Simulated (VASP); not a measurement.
# CdGeAs2 (I-42d) in VASP: reference runs, part 2 of 2

VASP 6.6.1. The steps go on from the part before.

### Step 5. Equation of state, PBEsol, 24.79 Å³/atom (volume scaled by 0.98)

INCAR

```
ALGO     = Normal         # electronic algorithm
EDIFF    = 1E-7           # SCF threshold, eV
ENCUT    = 520            # plane-wave cutoff, eV
GGA      = PS             # functional
ISIF     = 2              # what is computed and relaxed
ISMEAR   = -1             # smearing method
KPAR     = 2            
LASPH    = T              # aspherical terms in the spheres
LCHARG   = F              # write CHGCAR
LREAL    = F              # projectors in reciprocal space
LWAVE    = F              # write WAVECAR
NBANDS   = 46             # bands
NELM     = 80             # most SCF steps
PREC     = Accurate       # precision mode
SIGMA    = 0.05           # smearing width, eV
```

KPOINTS

```
k-points
0
Gamma
  6 6 6
```

POSCAR

```
CdGeAs2
1.0
   -2.9688143976      2.9688143976      5.6262801207
    2.9688143976     -2.9688143976      5.6262801207
    2.9688143976      2.9688143976     -5.6262801207
Cd As Ge
2 4 2
Direct
    0.5000000000      0.5000000000      0.0000000000
    0.2500000000      0.7500000000      0.5000000000
    0.0962175700      0.1250000000      0.4712175700
    0.3750000000      0.9037824300      0.0287824300
    0.6537824300      0.6250000000      0.5287824300
    0.8750000000      0.3462175700      0.9712175700
    0.7500000000      0.2500000000      0.5000000000
    0.0000000000      0.0000000000      0.0000000000
```

Potentials or basis: VASP PAW PBE potentials, release 64 (Cd, As, Ge_d).

On the command line:

```console
cat potpaw_PBE.64/Cd/POTCAR potpaw_PBE.64/As/POTCAR potpaw_PBE.64/Ge_d/POTCAR > POTCAR
mpirun -np 2 vasp_std > vasp.out
```

OUTCAR:

```text
EDIFF = 1E-7
   ENCUT = 520
   GGA = PS
   ISIF = 2
   ISMEAR = -1
   LASPH = T
   LREAL = F
   NELM = 80
   PREC = Accurate

 Found     30 irreducible k-points:

 Following reciprocal coordinates:
            Coordinates               Weight
  0.000000  0.000000  0.000000      1.000000
  0.166667  0.000000 -0.000000      8.000000
  0.333333  0.000000 -0.000000      8.000000
  0.500000 -0.000000  0.000000      4.000000
  0.166667  0.166667 -0.000000      8.000000
  0.333333  0.166667 -0.000000     16.000000
   k-points           NKPTS =     30   k-points in BZ     NKDIM =     30   number of bands    NBANDS=     46
   number of dos      NEDOS =    301   number of ions     NIONS =      8
   total plane-waves  NPLWV = 157464
   dimension x,y,z NGX =    54 NGY =   54 NGZ =   54
   dimension x,y,z NGXF=   108 NGYF=  108 NGZF=  108
   ions per type =               2   4   2
   NGX,Y,Z   is equivalent  to a cutoff of  12.79, 12.79, 12.79 a.u.
   NGXF,Y,Z  is equivalent  to a cutoff of  25.58, 25.58, 25.58 a.u.
 SYSTEM =  unknown system
   PREC   = accura    normal or accurate (medium, high low for compatibility)
   ISTART =      0    job   : 0-new  1-cont  2-samecut
   ICHARG =      2    charge: 1-file 2-atom 10-const
   ISPIN  =      1    spin polarized calculation?
   LNONCOLLINEAR =      F non collinear calculations
   LSORBIT =      F    spin-orbit coupling
   LASPH  =      T    aspherical Exc in radial PAW
   ENCUT  =  520.0 eV  38.22 Ry    6.18 a.u.  13.05 13.05 13.05*2*pi/ulx,y,z
   NELM   =     80;   NELMIN=  2; NELMDL= -5     # of ELM steps
   EDIFF  = 0.1E-06   stopping-criterion for ELM
   LREAL  =      F    real-space projection
   EDIFFG = 0.1E-05   stopping-criterion for IOM
   NSW    =      0    number of steps for IOM
   IBRION =     -1    ionic relax: 0-MD 1-quasi-New 2-CG
   NFREE  =      0    steps in history (QN), initial steepest desc. (CG)
   ISIF   =      2    stress and relaxation
   ISYM   =      2    0-nonsym 1-usesym 2-fastsym
   POTIM  = 0.5000    time-step for ionic-motion
   TEBEG  =    0.0;   TEEND  =   0.0 temperature during run
   PSTRESS=    0.0 pullay stress
   NELECT =      72.0000    total number of electrons
   NUPDOWN=      -1.0000    fix difference up-down
   EMIN   =  10.00;   EMAX   =-10.00  energy-range for DOS
   EFERMI =   0.00;   METHOD = LEGACY
   ISMEAR =    -1;   SIGMA  =   0.05  broadening in eV -4-tet -1-fermi 0-gaus
   EFERMI_NEDOS =   21; number of points for ismear=-14 and -15
   IALGO  =     38    algorithm
   IMIX   =      4    mixing-type and parameters
     AMIX     =   0.40;   BMIX     =  1.00
     AMIX_MAG =   1.60;   BMIX_MAG =  1.00
  volume/ion in A,a.u.               =      24.79       167.32
  Fermi-wavevector in a.u.,A,eV,Ry     =   1.167804  2.206829 18.555156  1.363766
  Thomas-Fermi vector in A             =   2.304299
   LORBIT       =      0    0 simple, 1 ext, 2 COOP (PROOUT), +10 PAW based schemes
   GGA     = PS    functional components
   LHFCALC =     F    Hartree Fock is set to
   AEXX    =    0.0000 exact exchange contribution
   IVDW    =     0    specifies the selected vdW correction
   LEPSILON=     F    determine dielectric tensor
   LRPA    =     F    only Hartree local field effects (RPA)
 non-spin polarized calculation
  energy-cutoff  :      520.00
  volume of cell :      198.36
 maximum number of plane-waves:      5364
 NGX is ok and might be reduce to    54
   NGX = 27   NGY = 27   NGZ = 27

 number of electron      72.0000007 magnetization

 Free energy of the ion-electron system (eV)
  ---------------------------------------------------
  ext. energy  EPLUGINS =         0.00000000
  ---------------------------------------------------
  free energy    TOTEN  =       -33.11825325 eV

  energy without entropy =      -33.11715826  energy(sigma->0) =      -33.11770575

 E-fermi :   3.0433     XC(G=0):  -9.5966

 val. band max:        2.8731844990   @ k =   0.1667   0.0000  -0.0000
 cond. band min:       3.0732192644   @ k =   0.0000   0.0000   0.0000
 fundamental gap:      0.2000347654
 Fermi energy:         3.0433225648

 k-point     1 :       0.0000    0.0000    0.0000
  band No.  band energies     occupation
      1     -21.8483      2.00000
      2     -21.8483      2.00000
      3     -21.8481      2.00000
      4     -21.8437      2.00000
      5     -21.8407      2.00000
      6     -21.8407      2.00000
[... 38 lines left out ...]
     45       7.8179      0.00000
     46       7.8179      0.00000
[... 204 lines left out ...]
      6     -21.8408      2.00000
[... 38 lines left out ...]
     45       7.9306      0.00000
     46       8.3325      0.00000

 [... further k-points ...]
[... 5 lines left out ...]
  --------------------------------------------------------------------------------------
  -------------------------------------------------------------------------------------
  Total        0.9206422      0.9206422      0.9172260      0.0000000     -0.0000000      0.0000000
  in kB        7.4362509      7.4362509      7.4086574      0.0000000     -0.0000000      0.0000000
  external PRESSURE =       7.4270531 kB  Pullay stress =       0.0000000 kB

 VOLUME and BASIS-vectors are now :
 -----------------------------------------------------------------------------
  energy-cutoff  :      520.00
  volume of cell :      198.36
      direct lattice vectors                 reciprocal lattice vectors
    -2.968814398  2.968814398  5.626280121     0.000000000  0.168417399  0.088868664
     2.968814398 -2.968814398  5.626280121     0.168417399  0.000000000  0.088868664
     2.968814398  2.968814398 -5.626280121     0.168417399  0.168417399  0.000000000

 POSITION                                       TOTAL-FORCE (eV/Angst)
 -----------------------------------------------------------------------------------
      0.00000      0.00000      5.62628        -0.000000     -0.000000     -0.000000
      2.96881     -0.00000      2.81314         0.000000     -0.000000      0.000000
      1.48441      1.31351     -1.40657         0.000000      0.192356     -0.000000
      1.65531     -1.48441      7.03285        -0.192356     -0.000000     -0.000000
      1.48441      1.65531      4.21971         0.000000     -0.192356     -0.000000
      1.31351      4.45322      1.40657         0.192356     -0.000000     -0.000000
     -0.00000      2.96881      2.81314        -0.000000     -0.000000      0.000000
      0.00000      0.00000      0.00000         0.000000      0.000000     -0.000000
 -----------------------------------------------------------------------------------
    total drift:                               -0.000004     -0.000004     -0.000003

  FREE ENERGIE OF THE ION-ELECTRON SYSTEM (eV)
  ---------------------------------------------------
  free  energy   TOTEN  =       -33.1182532511 eV

  energy  without entropy=      -33.1171582576  energy(sigma->0) =      -33.11770575
```

OSZICAR:

```text
N       E                     dE             d eps       ncg     rms          rms(c)
DAV:   1     0.695226437790E+03    0.69523E+03   -0.33125E+04  3582   0.255E+03
DAV:   2     0.752343727091E+02   -0.61999E+03   -0.59635E+03  2784   0.805E+02
DAV:   3    -0.276772666843E+02   -0.10291E+03   -0.10112E+03  3042   0.178E+02
DAV:   4    -0.340149615304E+02   -0.63377E+01   -0.63089E+01  3338   0.504E+01
DAV:   5    -0.341450491219E+02   -0.13009E+00   -0.13002E+00  3142   0.738E+00    0.867E+00
DAV:   6    -0.332308724047E+02    0.91418E+00   -0.18151E+00  3250   0.115E+01    0.672E+00
DAV:   7    -0.331293348008E+02    0.10154E+00   -0.78097E-01  3332   0.365E+00    0.280E+00
DAV:   8    -0.331196114889E+02    0.97233E-02   -0.99557E-02  3100   0.250E+00    0.540E-01
DAV:   9    -0.331183984551E+02    0.12130E-02   -0.14776E-02  3244   0.119E+00    0.113E-01
DAV:  10    -0.331181805044E+02    0.21795E-03   -0.15950E-03  3062   0.337E-01    0.490E-02
DAV:  11    -0.331182808757E+02   -0.10037E-03   -0.67717E-04  3252   0.140E-01    0.335E-02
DAV:  12    -0.331182510437E+02    0.29832E-04   -0.16084E-04  3036   0.958E-02    0.158E-02
DAV:  13    -0.331182552064E+02   -0.41627E-05   -0.95676E-06  3078   0.217E-02    0.799E-03
DAV:  14    -0.331182532065E+02    0.19999E-05   -0.65311E-06  3024   0.199E-02    0.971E-04
DAV:  15    -0.331182532184E+02   -0.11911E-07   -0.12275E-06  2884   0.478E-03    0.126E-03
DAV:  16    -0.331182532511E+02   -0.32709E-07   -0.20486E-08  1776   0.132E-03
   1 F= -.33118253E+02 E0= -.33117706E+02  d E =-.109499E-02
```

Run time: 2.3 min. Hardware: 2 MPI ranks of AMD EPYC 9R45 (Zen 5), shared host; peak memory 0.53 GiB.

What came out:

```yaml
Free_energy: -33.1183 eV
Pressure: 0.7 GPa
Largest_force: 0.192 eV/Å
Band_gap_on_the_k_mesh: 0.20 eV, indirect (least direct gap 0.22 eV)
```

Caveat: the PAW data sets were made with another functional, which shifts forces and pressure a little.

### Step 6. Equation of state, PBEsol, 25.81 Å³/atom (volume scaled by 1.02)

INCAR is that of step 5.

KPOINTS is that of step 5.

Edit POSCAR of step 5 so:

```diff
@@ -2,5 +2,5 @@
 1.0
-   -2.9688143976      2.9688143976      5.6262801207
-    2.9688143976     -2.9688143976      5.6262801207
-    2.9688143976      2.9688143976     -5.6262801207
+   -3.0086690109      3.0086690109      5.7018096719
+    3.0086690109     -3.0086690109      5.7018096719
+    3.0086690109      3.0086690109     -5.7018096719
 Cd As Ge
```

Potentials or basis: VASP PAW PBE potentials, release 64 (Cd, As, Ge_d).

On the command line:

```console
cat potpaw_PBE.64/Cd/POTCAR potpaw_PBE.64/As/POTCAR potpaw_PBE.64/Ge_d/POTCAR > POTCAR
mpirun -np 2 vasp_std > vasp.out
```

Wall time 1.7 min (2 MPI ranks of AMD EPYC 9R45 (Zen 5), shared host); peak memory 0.51 GiB.

It converged, with:

```yaml
Free_energy: -33.0949 eV
Pressure: -1.6 GPa
Largest_force: 0.148 eV/Å
Band_gap_on_the_k_mesh: 0.19 eV, indirect (least direct gap 0.21 eV)
```

Caveat: the PAW data sets were made with another functional, which shifts forces and pressure a little.

### Step 7. Equation of state, PBEsol, 26.31 Å³/atom (volume scaled by 1.04)

INCAR is that of step 6.

KPOINTS is that of step 6.

Edit POSCAR of step 6 so:

```diff
@@ -2,5 +2,5 @@
 1.0
-   -3.0086690109      3.0086690109      5.7018096719
-    3.0086690109     -3.0086690109      5.7018096719
-    3.0086690109      3.0086690109     -5.7018096719
+   -3.0282063701      3.0282063701      5.7388354475
+    3.0282063701     -3.0282063701      5.7388354475
+    3.0282063701      3.0282063701     -5.7388354475
 Cd As Ge
```

On the command line:

```console
cat potpaw_PBE.64/Cd/POTCAR potpaw_PBE.64/As/POTCAR potpaw_PBE.64/Ge_d/POTCAR > POTCAR
mpirun -np 2 vasp_std > vasp.out
```

Run time: 1.8 min. Hardware: 2 MPI ranks of AMD EPYC 9R45 (Zen 5), shared host; peak memory 0.53 GiB.

Results (log left out):

| Item | Value |
| --- | --- |
| Free energy | -33.0421 eV |
| Pressure | -2.6 GPa |
| Largest force | 0.127 eV/Å |
| Band gap on the k mesh | 0.18 eV, indirect (least direct gap 0.21 eV) |

Caveat: the PAW data sets were made with another functional, which shifts forces and pressure a little.

### Step 8. Equation of state, PBEsol, 26.82 Å³/atom (volume scaled by 1.06)

INCAR is that of step 7.

KPOINTS is that of step 7.

Edit POSCAR of step 7 so:

```diff
@@ -2,5 +2,5 @@
 1.0
-   -3.0282063701      3.0282063701      5.7388354475
-    3.0282063701     -3.0282063701      5.7388354475
-    3.0282063701      3.0282063701     -5.7388354475
+   -3.0474948288      3.0474948288      5.7753895250
+    3.0474948288     -3.0474948288      5.7753895250
+    3.0474948288      3.0474948288     -5.7753895250
 Cd As Ge
```

On the command line:

```console
cat potpaw_PBE.64/Cd/POTCAR potpaw_PBE.64/As/POTCAR potpaw_PBE.64/Ge_d/POTCAR > POTCAR
mpirun -np 2 vasp_std > vasp.out
```

Run time: 1.8 min. Hardware: 2 MPI ranks of AMD EPYC 9R45 (Zen 5), shared host; peak memory 0.53 GiB.

It converged, with:

```
Free energy            : -32.9658 eV
Pressure               : -3.5 GPa
Largest force          : 0.107 eV/Å
Band gap on the k mesh : 0.17 eV, indirect (least direct gap 0.21 eV)
```

Caveat: the PAW data sets were made with another functional, which shifts forces and pressure a little.

### Step 9. Equation of state, PBEsol

Potentials or basis: VASP PAW PBE potentials, release 64 (Cd, As, Ge_d).

This step only gathers the single runs of the series.

Results:

- Equilibrium volume: 25.10 Å³/atom
- Bulk modulus at fixed shape and positions: 61 GPa
- Pressure derivative of the bulk modulus: 4.6

Energy against volume, from the lowest point:
| volume (Å³/atom) | energy (meV/atom) |
| --- | --- |
| 23.783 | 14.07 |
| 24.289 | 4.92 |
| 24.795 | 0.39 |
| 25.301 | 0.00 |
| 25.807 | 3.31 |
| 26.313 | 9.91 |
| 26.819 | 19.45 |

Caveat: the cell was scaled at fixed shape and fractional positions, which overstates the stiffness of a crystal with free parameters, most of all of layers and chains; the PAW data sets were made with another functional, which shifts forces and pressure a little.

### Step 10. Against experiment

Step 2. A measured gap of CdGeAs2 is 0.57 eV (direct; 300 K; a printed reference work, data compilation, original work of 1975); the calculated 0.19 eV misses it by -0.38 eV. Spin-orbit coupling on As, Cd, Ge is left out. The value is that of PBEsol on a finite k mesh, which can miss the band edges, without temperature or zero-point motion. Semilocal functionals fall short of measured gaps as a rule. The cell is a database's relaxed one, not the measured one, which moves gaps too.
